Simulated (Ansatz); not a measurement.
# HgSe (F-43m) in Ansatz: a series of runs

Runs on HgSe. Level: LDA. Tasks: single point, equation of state.

Everything below comes from runs of Ansatz 0.2.0. Logs are shortened: lines on timing, memory, paths and dates and some standing lists are left out, and cuts for length are marked.

**Experimental background.**

From “The pseudo-binary mercury chalcogenide alloy HgSe0.7S0.3 at high pressure: a mechanism of the zinc blende/cinnabar reconstructive phase transition”, 2002, arxiv:cond-mat/0209548, for a bulk crystal of HgSe: bulk modulus 51.6 ± 0.2 GPa.

The results are compared with them further down.

## 1. Starting point

The structure is cubic, space group F-43m (No. 216). Conventional cell: a = 6.078 Å, b = 6.078 Å, c = 6.078 Å, α = 90.00°, β = 90.00°, γ = 90.00°. Around Hg (site symmetry -43m) lie 4 Se at 2.63 Å. Around Se (site symmetry -43m) lie 4 Hg at 2.63 Å.

## 2. Single point, LDA, spin-orbit coupling, no magnetisation, 26.38 Å³/atom (volume scaled by 0.94)

Contents of input.yaml:

```yaml
crystal:
  lattice:
    - [0.0, 2.9769621844, 2.9769621844]
    - [2.9769621844, 0.0, 2.9769621844]
    - [2.9769621844, 2.9769621844, 0.0]
  atoms:
    - { symbol: Hg, position: [0.0, 0.0, 0.0] }
    - { symbol: Se, position: [0.75, 0.75, 0.75] }
kpoints:
  mp_grid: { grid: [6, 6, 6] }
scf:
  occupations: { method: gaussian, width: 0.1 }
hamiltonian:
  xc: lda
  pseudopotentials: { kind: all_electron, lapw: { basis_error: 0.001 } }
magnetization:
  noncollinear: true
  spin_orbit: true
output:
  forces: true
  stress: true
  eigenvalues: true
```

Potentials or basis: all-electron LAPW, relativistic spinors.

On the command line:

```bash
$ ansatz run input.yaml --threads 1 --pin off --max-ram 2560MiB --backend cpu --events-out ev --progress --plain --runs-dir out
```

The program printed:

```text
Warning: RAYON_NUM_THREADS=1 ignored (pool sized by the plan → 1); use --threads N
LAPW: plane waves up to 8.767 Å⁻¹, error target 1.0e-3 eV per atom; Dirac's equation on spinors; Se in spheres of 1.234 Å, 24 of its electrons in bands; Hg in spheres of 1.344 Å, 44 of its electrons in bands (how accurate: hamiltonian.pseudopotentials.lapw.basis_error, Limitations)
Engine: ansatz 0.2.0, aarch64-unknown-linux-gnu
Pseudopotentials: kind: all_electron
Pseudopotential: Hg, LAPW, valence charge 44, lapw/all_electron/dirac/gaussian/Hg, Dirac's equation, gaussian nucleus
Pseudopotential: Se, LAPW, valence charge 24, lapw/all_electron/dirac/gaussian/Se, Dirac's equation, gaussian nucleus
Functional definition: SPW92
  exchange = slater_x
  correlation = pw_c
non-collinear run that drives no moment, with spin-orbit: no starting moment large enough to seed its density (crystal.atoms[].spin), no starting occupations that ask for one, no magnetisation constraint and no magnetic field, so the semilocal B_xc is pinned to zero
Crystal: 2 atoms, lattice volume = 52.765 Å³
Basis set: ecut = 292.80552079337417 eV, 609 PW (Γ), exchange–correlation at level 2
Bands: 82, of which v1, the nominal top of the filled ones, is band 68 counted from 1 (67 counted from 0)
Symmetry: 24 space group operations + 24 with time reversal
Magnetic group: BNS 216.75 (UNI 1577), of the structure as read, at distance tolerance 3.8e-5 Å
k-points: 16 of 216 (time reversal used)
Non-local potential: Hg, projectors of the file, none
Non-local potential: Se, projectors of the file, none
Initial density: superposition of atomic densities (chi_scale 0.1, normalization cell, long waves kept (reshape's long-wave potential 0.00 eV rms))
Initial wavefunctions: plane waves of lowest kinetic energy (no species holds an atomic orbital)
Functional: x = slater, c = lda
iter 1 solved again at ethr=8.83e-4 eV; its pass at ethr=1.00e-1 eV (dr2=6.00e-1 eV) is discarded
SCF iter   1: F=—  HF=-600657.221746 eV  |F-HF|=—  |Δ(HF+E_count)|=         —  Δρ=2.53e-2  dr2=6.01e-1  dr2_m=0.00e0 (ungated)  ethr=8.83e-4  |M|=0.00e0 ∫|m|=0.00e0 μB  β_m=0.30  ⟨swp⟩=2.0  Hψ=8052  notcnv=0
preconditioner: auto → none  [insulator: Δε(μ)=0.737 eV  Ē_g=13.587 eV  σ=0.100 eV  W_gap=0.52  n_scr=14 (ndim 8)  ℏωp=21.7 eV  f_vac=0.313  D(μ)=0.12/eV (n_scr^D=0)  ε∞_Penn≈3.5]
SCF iter   2: F=—  HF=-600656.956120 eV  |F-HF|=—  |Δ(HF+E_count)|=   2.66e-1  Δρ=1.04e-2  dr2=6.75e-2  dr2_m=0.00e0 (ungated)  ethr=8.83e-4  |M|=0.00e0 ∫|m|=0.00e0 μB  β_m=0.35  ⟨swp⟩=2.0  Hψ=4016  notcnv=0
SCF iter   3: F=—  HF=-600656.930999 eV  |F-HF|=—  |Δ(HF+E_count)|=   2.51e-2  Δρ=4.83e-3  dr2=9.00e-3  dr2_m=0.00e0 (ungated)  ethr=9.93e-5  |M|=0.00e0 ∫|m|=0.00e0 μB  β_m=0.48  ⟨swp⟩=2.0  Hψ=3794  notcnv=0
iter 4 solved again at ethr=4.04e-7 eV; its pass at ethr=1.32e-5 eV (dr2=2.74e-4 eV) is discarded
SCF iter   4: F=—  HF=-600656.927104 eV  |F-HF|=—  |Δ(HF+E_count)|=         —  Δρ=9.79e-4  dr2=2.74e-4  dr2_m=0.00e0 (ungated)  ethr=4.04e-7  |M|=0.00e0 ∫|m|=0.00e0 μB  β_m=0.54  ⟨swp⟩=2.0  Hψ=6468  notcnv=0
the basis was enlarged: its passes take 531.3 KiB over the memory plan, 1 of 1 planned eigensolver slots
SCF iter   5: F=—  HF=-600656.926999 eV  |F-HF|=—  |Δ(HF+E_count)|=   1.05e-4  Δρ=9.64e-5  dr2=2.66e-6  dr2_m=0.00e0 (ungated)  ethr=4.03e-7  |M|=0.00e0 ∫|m|=0.00e0 μB  β_m=0.54  ⟨swp⟩=2.0  Hψ=3794  notcnv=0
SCF iter   6: F=—  HF=-600656.926997 eV  |F-HF|=—  |Δ(HF+E_count)|=   2.51e-6  Δρ=3.17e-5  dr2=2.67e-7  dr2_m=0.00e0 (ungated)  ethr=3.92e-9  |M|=0.00e0 ∫|m|=0.00e0 μB  β_m=0.62  ⟨swp⟩=2.0  Hψ=3794  notcnv=0
SCF iter   7: F=-600656.926996 eV  HF=-600656.926996 eV  |F-HF|=3.03e-9  |Δ(HF+E_count)|=   1.95e-7  Δρ=4.66e-6  dr2=4.40e-9  dr2_m=0.00e0 (ungated)  ethr=3.93e-10  |M|=0.00e0 ∫|m|=0.00e0 μB  ⟨swp⟩=2.0  Hψ=3794  notcnv=0
SCF 1 converged in 7 iterations: F = -600656.926996 eV  dr2 = 4.40e-9
SCF converged after 7 iterations
Magnetization: |M| = 0.0000 μB,  M = (+0.0000, +0.0000, +0.0000) μB
Absolute magnetization: 0.0000 μB (∫|m|)
  site 0: m = (+0.0000, +0.0000, +0.0000) μB, |m| = 0.0000 μB  (R = 1.34 Å)
  site 1: m = (+0.0000, +0.0000, +0.0000) μB, |m| = 0.0000 μB  (R = 1.23 Å)
Free energy (F): -600656.926996 eV
Harris-Foulkes:  -600656.926996 eV  (|F-HF|=3.03e-9)
Internal energy: -600656.926469 eV  (E = F + TS)
E sigma→0 (E₀):  -600656.926733 eV
Entropy (-TS):   -0.000527 eV (-0.264 meV/atom)
Fermi energy:    11.405447 eV
--- Per-component energies (eV) ---
  E_band       = -6474.578587
  E_kinetic    = 683739.530421
  E_xc         = -12184.012311
  E_electrostatic = -1272212.444580  (all electrons and nuclei)
  E_smearing   = -0.000527  (= −TS)
  E_closure    = 0.000000  (closes the sum)
  E_atoms      = -600651.291323  (free atoms, spherical and without spin; not in F)
  Σ components = -600656.926996   (vs F -600656.926996, Δ=0.00e0)
  Basis errors (estimates in eV, not in F): energy 4.2e-4 per atom: plane waves 3.8e-4 (2.3e-4 summed), levels above the bands 0.0e0, relativity 8.3e-9, radial functions 3.6e-5, core shells 9.7e-8; eigenvalues (radial functions only) 1.6e-6; not estimated: angular momenta, meshes, grids; target (lapw.basis_error) 1.0e-3; muffin-tin radii Se 1.234 Å, Hg 1.344 Å
--- Forces (eV/Å), atoms counted from 1 ---
  atom   1  Hg     0.00000000    -0.00000000    -0.00000000
  atom   2  Se    -0.00000000     0.00000000     0.00000000
  max |Σ_I F_I| component: 2.78e-17 eV/Å
--- Stress (GPa, compression-positive) ---
        3.010658      -0.000000      -0.000000
       -0.000000       3.010658       0.000000
       -0.000000       0.000000       3.010658
  P = ⅓ Tr σ = 3.0107 GPa (30.107 kbar)
--- Band table (eV; the first three rows and the last of 16) ---
  k-point 0: bands = ["-344.6060", "-344.6060", "-344.6060", "-344.6060", "-325.1609", "-325.1609", "-325.1609", "-325.1609", "-325.1594", "-325.1594", "-195.7819", "-195.7819", "-139.8266", "-139.8266", "-133.9436", "-133.9436", "-133.9436", "-133.9436", "-103.3589", "-103.3589", "-83.5511", "-83.5511", "-83.5511", "-83.5511", "-83.5496", "-83.5496", "-79.3548", "-79.3548", "-79.3540", "-79.3540", "-79.3540", "-79.3540", "-79.3526", "-79.3526", "-65.4797", "-65.4797", "-47.0080", "-47.0080", "-47.0080", "-47.0080", "-37.1200", "-37.1200", "-37.1200", "-37.1200", "-36.2268", "-36.2268", "-36.2236", "-36.2236", "-36.2236", "-36.2236", "-2.7158", "-2.7158", "3.0254", "3.0254", "3.0254", "3.0254", "4.2481", "4.2481", "4.9959", "4.9959", "4.9959", "4.9959", "10.2452", "10.2452", "11.1687", "11.1687", "11.4053", "11.4053", "11.4053", "11.4053", "15.5483", "15.5483", "17.0382", "17.0382", "17.0382", "17.0382", "19.6745", "19.6745", "22.7812", "22.7812", "22.7812", "22.7812"]
  k-point 1: bands = ["-344.6060", "-344.6060", "-344.6060", "-344.6060", "-325.1609", "-325.1609", "-325.1609", "-325.1609", "-325.1594", "-325.1594", "-195.7819", "-195.7819", "-139.8266", "-139.8266", "-133.9436", "-133.9436", "-133.9436", "-133.9436", "-103.3589", "-103.3589", "-83.5511", "-83.5511", "-83.5511", "-83.5511", "-83.5496", "-83.5496", "-79.3548", "-79.3548", "-79.3540", "-79.3540", "-79.3540", "-79.3540", "-79.3526", "-79.3526", "-65.4797", "-65.4797", "-47.0082", "-47.0082", "-47.0080", "-47.0080", "-37.1201", "-37.1201", "-37.1200", "-37.1200", "-36.2268", "-36.2268", "-36.2236", "-36.2236", "-36.2236", "-36.2235", "-2.5843", "-2.5843", "3.0081", "3.0815", "3.0994", "3.0994", "4.2991", "4.2991", "4.9481", "4.9481", "4.9719", "5.1140", "8.8963", "8.8963", "10.9113", "10.9113", "11.0363", "11.1702", "12.0426", "12.0426", "15.8407", "15.8407", "16.7814", "16.7814", "17.4022", "17.4118", "20.9042", "20.9042", "21.4161", "21.5387", "21.5387", "21.6336"]
  k-point 2: bands = ["-344.6060", "-344.6060", "-344.6060", "-344.6060", "-325.1609", "-325.1609", "-325.1609", "-325.1609", "-325.1594", "-325.1594", "-195.7819", "-195.7819", "-139.8266", "-139.8266", "-133.9436", "-133.9436", "-133.9436", "-133.9436", "-103.3589", "-103.3589", "-83.5511", "-83.5511", "-83.5511", "-83.5511", "-83.5496", "-83.5496", "-79.3548", "-79.3548", "-79.3540", "-79.3540", "-79.3540", "-79.3540", "-79.3526", "-79.3526", "-65.4797", "-65.4797", "-47.0085", "-47.0085", "-47.0081", "-47.0081", "-37.1202", "-37.1202", "-37.1200", "-37.1200", "-36.2267", "-36.2267", "-36.2237", "-36.2237", "-36.2236", "-36.2236", "-2.3083", "-2.3083", "3.0377", "3.1115", "3.3716", "3.3716", "4.4534", "4.4534", "4.9031", "4.9031", "5.0869", "5.2377", "6.9251", "6.9251", "10.3478", "10.3478", "10.4890", "10.6220", "12.2836", "12.2836", "16.8144", "16.8144", "17.3482", "17.3482", "17.7112", "17.7224", "20.3177", "20.3177", "21.7377", "21.7377", "21.8079", "21.9841"]
  k-point 15: bands = ["-344.6060", "-344.6060", "-344.6060", "-344.6060", "-325.1609", "-325.1609", "-325.1609", "-325.1609", "-325.1594", "-325.1594", "-195.7819", "-195.7819", "-139.8266", "-139.8266", "-133.9436", "-133.9436", "-133.9436", "-133.9436", "-103.3589", "-103.3589", "-83.5511", "-83.5511", "-83.5511", "-83.5511", "-83.5496", "-83.5496", "-79.3548", "-79.3548", "-79.3540", "-79.3540", "-79.3540", "-79.3540", "-79.3526", "-79.3526", "-65.4798", "-65.4797", "-47.0088", "-47.0087", "-47.0084", "-47.0084", "-37.1203", "-37.1202", "-37.1201", "-37.1200", "-36.2267", "-36.2266", "-36.2238", "-36.2237", "-36.2237", "-36.2237", "-1.9894", "-1.9682", "3.1974", "3.3408", "3.3785", "3.8332", "4.5442", "4.7499", "4.9170", "5.2761", "5.4290", "5.7591", "5.8038", "5.9079", "8.1062", "8.3989", "8.5561", "8.7175", "14.6848", "14.8309", "15.1519", "15.3481", "18.1507", "18.5807", "18.8838", "18.9116", "21.4089", "21.6126", "23.6281", "23.8218", "23.8723", "23.8949"]
```

Run time: 69 s. Hardware: 1 thread of Arm Neoverse V2, shared host; peak memory 0.47 GiB.

What came out:

| Property | Result |
| --- | --- |
| Free energy | -600656.9270 eV |
| Pressure | 3.0 GPa |
| Band gap on the k mesh | none (metal or under the smearing width) |

Caveat: the k mesh is thin for a metal, which can move the energy by tens of meV per atom.

## 3. Single point, LDA, spin-orbit coupling, no magnetisation, 26.94 Å³/atom (volume scaled by 0.96)

Edit input.yaml of step 2 so:

```diff
@@ -2,5 +2,5 @@
   lattice:
-    - [0.0, 2.9769621844, 2.9769621844]
-    - [2.9769621844, 0.0, 2.9769621844]
-    - [2.9769621844, 2.9769621844, 0.0]
+    - [0.0, 2.9979273976, 2.9979273976]
+    - [2.9979273976, 0.0, 2.9979273976]
+    - [2.9979273976, 2.9979273976, 0.0]
   atoms:
```

Potentials or basis: all-electron LAPW, relativistic spinors.

On the command line:

```bash
$ ansatz run input.yaml --threads 1 --pin off --max-ram 2560MiB --backend cpu --events-out ev --progress --plain --runs-dir out
```

Run time: 69 s. Hardware: 1 thread of Arm Neoverse V2, shared host; peak memory 0.47 GiB.

The run converged. Its results:

- Free energy: -600656.9428 eV
- Pressure: 1.5 GPa
- Band gap on the k mesh: none (metal or under the smearing width)

Caveat: the k mesh is thin for a metal, which can move the energy by tens of meV per atom.

## 4. Single point, LDA, spin-orbit coupling, no magnetisation, 27.51 Å³/atom (volume scaled by 0.98)

Edit input.yaml of step 3 so:

```diff
@@ -2,5 +2,5 @@
   lattice:
-    - [0.0, 2.9979273976, 2.9979273976]
-    - [2.9979273976, 0.0, 2.9979273976]
-    - [2.9979273976, 2.9979273976, 0.0]
+    - [0.0, 3.0186034123, 3.0186034123]
+    - [3.0186034123, 0.0, 3.0186034123]
+    - [3.0186034123, 3.0186034123, 0.0]
   atoms:
```

On the command line:

```bash
$ ansatz run input.yaml --threads 1 --pin off --max-ram 2560MiB --backend cpu --events-out ev --progress --plain --runs-dir out
```

Wall time 65 s (1 thread of Arm Neoverse V2, shared host); peak memory 0.45 GiB.

Results (log left out):

| Item | Value |
| --- | --- |
| Free energy | -600656.9488 eV |
| Pressure | 0.2 GPa |
| Band gap on the k mesh | none (metal or under the smearing width) |

Caveat: the k mesh is thin for a metal, which can move the energy by tens of meV per atom.

## 5. Single point, LDA, spin-orbit coupling, no magnetisation, 28.07 Å³/atom

Edit input.yaml of step 4 so:

```diff
@@ -2,5 +2,5 @@
   lattice:
-    - [0.0, 3.0186034123, 3.0186034123]
-    - [3.0186034123, 0.0, 3.0186034123]
-    - [3.0186034123, 3.0186034123, 0.0]
+    - [0.0, 3.039, 3.039]
+    - [3.039, 0.0, 3.039]
+    - [3.039, 3.039, 0.0]
   atoms:
```

On the command line:

```bash
$ ansatz run input.yaml --threads 1 --pin off --max-ram 2560MiB --backend cpu --events-out ev --progress --plain --runs-dir out
```

It took 65 s on 1 thread of Arm Neoverse V2, shared host; peak memory 0.45 GiB.

It converged, with:

```
Free energy            : -600656.9461 eV
Pressure               : -0.9 GPa
Band gap on the k mesh : none (metal or under the smearing width)
```

Caveat: the k mesh is thin for a metal, which can move the energy by tens of meV per atom.

## 6. Single point, LDA, spin-orbit coupling, no magnetisation, 28.63 Å³/atom (volume scaled by 1.02)

Edit input.yaml of step 5 so:

```diff
@@ -2,5 +2,5 @@
   lattice:
-    - [0.0, 3.039, 3.039]
-    - [3.039, 0.0, 3.039]
-    - [3.039, 3.039, 0.0]
+    - [0.0, 3.0591264144, 3.0591264144]
+    - [3.0591264144, 0.0, 3.0591264144]
+    - [3.0591264144, 3.0591264144, 0.0]
   atoms:
```

Potentials or basis: all-electron LAPW, relativistic spinors.

On the command line:

```bash
$ ansatz run input.yaml --threads 1 --pin off --max-ram 2560MiB --backend cpu --events-out ev --progress --plain --runs-dir out
```

Run time: 61 s. Hardware: 1 thread of Arm Neoverse V2, shared host; peak memory 0.45 GiB.

Results (log left out):

| Item | Value |
| --- | --- |
| Free energy | -600656.9357 eV |
| Pressure | -2.0 GPa |
| Band gap on the k mesh | none (metal or under the smearing width) |

Caveat: the k mesh is thin for a metal, which can move the energy by tens of meV per atom.

## 7. Single point, LDA, spin-orbit coupling, no magnetisation, 29.19 Å³/atom (volume scaled by 1.04)

Edit input.yaml of step 6 so:

```diff
@@ -2,5 +2,5 @@
   lattice:
-    - [0.0, 3.0591264144, 3.0591264144]
-    - [3.0591264144, 0.0, 3.0591264144]
-    - [3.0591264144, 3.0591264144, 0.0]
+    - [0.0, 3.0789914282, 3.0789914282]
+    - [3.0789914282, 0.0, 3.0789914282]
+    - [3.0789914282, 3.0789914282, 0.0]
   atoms:
```

On the command line:

```bash
$ ansatz run input.yaml --threads 1 --pin off --max-ram 2560MiB --backend cpu --events-out ev --progress --plain --runs-dir out
```

Wall time 64 s (1 thread of Arm Neoverse V2, shared host); peak memory 0.44 GiB.

The run converged. Its results:

| Quantity | Value |
| --- | --- |
| Free energy | -600656.9186 eV |
| Pressure | -2.9 GPa |
| Band gap on the k mesh | none (metal or under the smearing width) |

Caveat: the k mesh is thin for a metal, which can move the energy by tens of meV per atom.

## 8. Single point, LDA, spin-orbit coupling, no magnetisation, 29.75 Å³/atom (volume scaled by 1.06)

Edit input.yaml of step 7 so:

```diff
@@ -2,5 +2,5 @@
   lattice:
-    - [0.0, 3.0789914282, 3.0789914282]
-    - [3.0789914282, 0.0, 3.0789914282]
-    - [3.0789914282, 3.0789914282, 0.0]
+    - [0.0, 3.0986033673, 3.0986033673]
+    - [3.0986033673, 0.0, 3.0986033673]
+    - [3.0986033673, 3.0986033673, 0.0]
   atoms:
```

On the command line:

```bash
$ ansatz run input.yaml --threads 1 --pin off --max-ram 2560MiB --backend cpu --events-out ev --progress --plain --runs-dir out
```

Run time: 65 s. Hardware: 1 thread of Arm Neoverse V2, shared host; peak memory 0.45 GiB.

It converged, with:

* Free energy: -600656.8955 eV
* Pressure: -3.7 GPa
* Band gap on the k mesh: none (metal or under the smearing width)

Caveat: the k mesh is thin for a metal, which can move the energy by tens of meV per atom.

## 9. Equation of state, LDA, spin-orbit coupling, no magnetisation

Potentials or basis: all-electron LAPW, relativistic spinors.

No new run: the results of the series are fitted here.

Results:

- Equilibrium volume: 27.60 Å³/atom
- Bulk modulus: 59 GPa
- Pressure derivative of the bulk modulus: 5.0

Energy against volume, from the lowest point:
```
volume (Å³/atom)  energy (meV/atom)
          26.383              10.88
          26.944               3.00
          27.505               0.00
          28.067               1.34
          28.628               6.52
          29.189              15.08
          29.751              26.65
```

## 10. How close it comes

Step 9. Against the measured bulk modulus of HgSe, 51.6 GPa (quoted in “The pseudo-binary mercury chalcogenide alloy HgSe0.7S0.3 at high pressure: a mechanism of the zinc blende/cinnabar reconstructive phase transition”, 2002, arxiv:cond-mat/0209548), the calculated 59 GPa is off by +15.2 %. The fit is for a static lattice scaled at fixed shape and fixed fractional positions.
